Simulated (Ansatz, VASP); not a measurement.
**CdTe in VASP and in Ansatz**

```xyz
2
Lattice="0.0000 3.2821 3.2821 3.2821 0.0000 3.2821 3.2821 3.2821 0.0000" Properties=species:S:1:pos:R:3 pbc="T T T"
Cd    0.0000    0.0000    0.0000
Te    4.9232    4.9232    4.9232
```

Alike in both runs: task electric field gradients; functional PBEsol; k mesh 7 × 7 × 7; occupations fermi-dirac, width 0.01 eV; no spin polarisation.

```csv
,VASP,Ansatz
version,VASP 6.6.1,Ansatz 0.2.0
potentials or method,"VASP PAW PBE potentials, release 64 (Cd, Te)","PAW with Ansatz's default frozen-core files, scalar-relativistic"
plane-wave cutoff (eV),520,420
valence electrons in the cell,18,36
```

```csv
,VASP,Ansatz,Ansatz less VASP
gap on the k mesh at the Fermi level (eV),0.55,0.55,-0.001
pressure (GPa),-1.2,-1.3,-0.14
Vzz of the field gradient on the site that differs most (V/Å²),0.0,0.0,0.00
```

The two sets of potentials don't hold the same shells in valence. Ansatz warned: «gradients_without_spin_orbit».

Caveats: the PAW data sets were made with another functional, which shifts forces and pressure a little (VASP); spin-orbit coupling is left out, which moves the levels of the heavy elements. A hybrid or GW would open this gap; PBEsol tends to underestimate it.
